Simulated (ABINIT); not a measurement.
Runs of ABINIT 10.8.3 (patched build) on Ni. Symmetry: Fm-3m, No. 225, cubic system. Conventional cell: a = 3.475 Å, b = 3.475 Å, c = 3.475 Å, α = 90.00°, β = 90.00°, γ = 90.00°. Around Ni (site symmetry m-3m) lie 12 Ni at 2.46 Å. 

| task | level | potentials or basis | k mesh | cutoff (eV) | fine-grid cutoff | most SCF steps | thinning of the exchange mesh (fockdownsampling) | mesh quality | gap on the mesh (eV) | moment (μB) | V0 of scaled cells (Å³/atom) | B0 (GPa) |
| --- | --- | --- | --- | --- | --- | --- | --- | --- | --- | --- | --- | --- |
| band structure | LDA | JTH PAW LDA v2.0 | 13 × 13 × 13 | 816 | 1414.99 eV | - | - | not flagged | none | 0.62 | - | - |
| single point | HSE03(Libxc) | SPMS NC PBE v1.0 | 6 × 6 × 6 | 980 | - | 60 | 2 × 2 × 2 | coarse | none | 0.60 | - | - |
| equation of state | PBE | JTH PAW PBE v2.0 | 13 × 13 × 13 | 1116 | 1714.32 eV | - | - | not flagged | - | - | 10.95 | (a) |
| band structure | LDA-PZ | JTH PAW LDA v2.0 | 13 × 13 × 13 | 816 | 1414.99 eV | - | - | not flagged | none | 0.62 | - | - |
| equation of state | LDA | JTH PAW LDA v2.0 | 11 × 11 × 11 | 1116 | 1714.32 eV | - | - | not flagged | - | - | (c) | 256 |
| single point | LDA | JTH PAW LDA v2.0 | 5 × 5 × 5 | 816 | 1414.99 eV | - | - | coarse | none | 0.95 | - | - |
| single point | r2SCAN | JTH PAW PBE v2.0 | 8 × 8 × 8 | 980 | 1578.26 eV | - | - | coarse | none | (b) | - | - |
| single point | LDA | JTH PAW LDA v2.0 | 10 × 10 × 10 | 816 | 1414.99 eV | - | - | not flagged | none | 0.69 | - | - |

Alike in all rows: spin collinear, ferromagnetic start; cell as given; smearing fermi-dirac 0.05 eV.

Estimate the missing entries.

(a) 197; (b) 0.70; (c) 10.08.

Caveats: some runs use coarse meshes; pressures at fixed basis lie under the slope of the energies (some runs); exact exchange is summed on a coarse mesh, which widens gaps by tenths of an eV (some runs); Libxc's HSE differs a little from that of other programs (some runs); the potentials were made for another functional, which shifts forces and pressure (some runs); the PAW data sets were made with another functional, which shifts forces and pressure a little (some runs).

A k mesh can miss the band edges.

A gap of «none» marks a metal or a gap under the smearing width.

Not every run made on this cell is shown here.
